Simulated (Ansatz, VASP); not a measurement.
## One calculation of AlCu, two programs

File INCAR:

```
ALGO = Fast
EDIFF = 1E-6
ENCUT = 520
GGA = PS
ISIF = 2
ISMEAR = 0
LASPH = T
LCHARG = T
LELF = T
LREAL = F
LVHAR = T
LWAVE = F
NBANDS = 14
NELM = 80
PREC = Accurate
SIGMA = 0.15
```

KPOINTS

```
k-points
0
Gamma
  16 16 16
```

Contents of POSCAR:

```
AlCu
1.0
    2.9975090000      0.0000000000      0.0000000000
    0.0000000000      2.9975090000      0.0000000000
    0.0000000000      0.0000000000      2.9975090000
Al Cu
1 1
Direct
    0.0000000000      0.0000000000      0.0000000000
    0.5000000000      0.5000000000      0.5417012926
```

Input for Ansatz:

```yaml
crystal:
  lattice:
    - [2.997509, 0.0, 0.0]
    - [0.0, 2.997509, 0.0]
    - [0.0, 0.0, 2.997509]
  atoms:
    - { symbol: Al, position: [0.0, 0.0, 0.0] }
    - { symbol: Cu, position: [0.5, 0.5, 0.5417012926] }
basis:
  ecutwfc: 420
kpoints:
  mp_grid: { grid: [16, 16, 16] }
hamiltonian:
  xc: pbesol
scf:
  occupations: { method: gaussian, width: 0.15 }
output:
  forces: true
  stress: true
  eigenvalues: true
  write_density: true
  write_potential: true
  elf: true
  volumetric_format: npy
```

Change from the starting cell: all Cu atoms moved +0.125 Å, as atom 2 along Cartesian [0 0 1].

Alike in both runs: task single point; functional PBEsol; k mesh 16 × 16 × 16; occupations gaussian, width 0.15 eV; no spin polarisation.

```csv
,VASP,Ansatz
version,VASP 6.6.1,Ansatz 0.2.0
potentials or method,"VASP PAW PBE potentials, release 64 (Al, Cu)","scalar-relativistic, plane waves, PAW"
plane-wave cutoff (eV),520,420
valence electrons in the cell,14,22
```

|  | VASP | Ansatz | Ansatz less VASP |
| --- | --- | --- | --- |
| gap on the k mesh at the Fermi level (eV) | none | none | - |
| pressure (GPa) | -4.6 | -4.1 | +0.45 |
| largest component of the traceless stress (GPa) | 0.34 | 0.34 | -0.006 |
| rms of the force components (eV/Å) | 0.268 | 0.266 | -0.0016 |

Atom by atom the forces differ by 0.002 eV/Å (rms over components). A gap of «none» marks a metal or a gap that the smearing closes. The functional is the same, so the differences come from potentials, cutoffs and numerics. The two sets of potentials don't hold the same shells in valence.

Caveats: the PAW data sets were made with another functional, which shifts forces and pressure a little (VASP).
